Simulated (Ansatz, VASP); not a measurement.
**TiB2: VASP beside Ansatz**

INCAR

```
SYSTEM = TiB2
PREC = Accurate
ENCUT = 520
EDIFF = 1E-6
ISMEAR = 0
SIGMA = 0.15
LREAL = .False.
LASPH = .True.
NELM = 60
ALGO = Normal
ISIF = 2
LWAVE = .False.
LCHARG = .False.
GGA = PE
NBANDS = 16
```

Contents of KPOINTS:

```
regular mesh
0
Gamma
  18 18 14
  0 0 0
```

POSCAR

```
TiB2
1.0
    3.0621229015      0.0000000000      0.0000000000
   -1.5310614508      2.6518762222      0.0000000000
    0.0000000000      0.0000000000      3.2242295241
Ti B
1 2
Direct
    0.0000000000      0.0000000000      0.0000000000
    0.3333333333      0.6666666667      0.5000000000
    0.6666666667      0.3333333333      0.5000000000
```

Input for Ansatz:

```yaml
crystal:
  lattice:
    - [3.0621229015, 0.0, 0.0]
    - [-1.5310614508, 2.6518762222, 0.0]
    - [0.0, 0.0, 3.2242295241]
  atoms:
    - { symbol: Ti, position: [0.0, 0.0, 0.0] }
    - { symbol: B, position: [0.3333333333, 0.6666666667, 0.5] }
    - { symbol: B, position: [0.6666666667, 0.3333333333, 0.5] }
basis:
  ecutwfc: 420
kpoints:
  mp_grid: { grid: [18, 18, 14] }
hamiltonian:
  xc: pbe
scf:
  occupations: { method: gaussian, width: 0.15 }
output:
  forces: true
  stress: true
  eigenvalues: true
```

Change from the starting cell: strain +0.0100 x Voigt [1, 1, 0, 0, 0, 0], atoms carried along.

Alike in both runs: task single point; functional PBE; k mesh 18 × 18 × 14; occupations gaussian, width 0.15 eV; no spin polarisation.

|  | VASP | Ansatz |
| --- | --- | --- |
| version | VASP 6.6.1 | Ansatz 0.2.0 |
| potentials or method | VASP PAW PBE potentials, release 64 (Ti_sv, B) | scalar-relativistic, plane waves, PAW |
| plane-wave cutoff (eV) | 520 | 420 |
| valence electrons in the cell | 18 | 18 |

VASP gave:

```
gap on the k mesh at the Fermi level (eV)       : none
pressure (GPa)                                  : -5.0
largest component of the traceless stress (GPa) : 3.28
```

Which values does Ansatz return?

gap on the k mesh at the Fermi level (eV): none; pressure (GPa): -5.2; largest component of the traceless stress (GPa): 3.26.

A gap of «none» marks a metal or a gap that the smearing closes. The functional is the same, so the differences come from potentials, cutoffs and numerics.
